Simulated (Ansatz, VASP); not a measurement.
**HgTe: 3 runs at one level of theory**

```
CELL_PARAMETERS angstrom
0.00000 3.21450 3.21450
3.21450 0.00000 3.21450
3.21450 3.21450 0.00000
ATOMIC_POSITIONS crystal
Hg 0.00000 0.00000 0.00000
Te 0.75000 0.75000 0.75000
```

Alike in all runs: task single point; functional PBE; k mesh 7 × 7 × 7; occupations gaussian, width 0.03 eV; no spin polarisation; no spin-orbit coupling. Pressure is positive in compression and, in plane waves, holds the error of the finite cutoff, which Ansatz's Pulay term estimates and takes out.

```
                        program and potentials  plane-wave cutoff (eV)                                                                      notes  pressure (GPa)
                            Ansatz, Ansatz PAW                     420  18 valence electrons an atom on average; Pulay term of +0.04 GPa included            4.56
            VASP, PBE PAW files Hg, Te, 520 eV                     520                                     9 valence electrons an atom on average            4.64
Ansatz, all-electron LAPW, scalar-relativistic                       -                                                                          -            4.56
```

The pressure spans 4.56 (Ansatz, Ansatz PAW) to 4.64 GPa (VASP, PBE PAW files Hg, Te, 520 eV), with all-electron results at 4.56.

The functional is the same throughout but for its coding, so the spread measures potentials, basis and numerics; runs on potential files found faulty are left out.

All three runs find the zinc-blende cell under clear compression, so PBE would relax it to a larger volume. The cell lies close to the measured lattice constant, slightly below it, which means that most of the pressure probably reflects PBE's known underbinding of heavy-element semiconductors rather than real compression. Its gradient correction favours inhomogeneous densities and so weakens the cohesion between large atoms with diffuse, polarisable shells.

The Ansatz PAW and all-electron pressures coincide at 4.56 GPa, which supports the PAW description of Hg and Te at this volume. The VASP value of 4.64 GPa is only slightly higher, and the offset may come from its smaller valence space, since a residual cutoff error of the same sign as the Ansatz one would lower the pressure, not raise it. The spread is far too small to account for the compression itself, which therefore belongs to the shared physical model. Agreement at a single volume does not establish equal bulk moduli or equilibrium lattice constants.
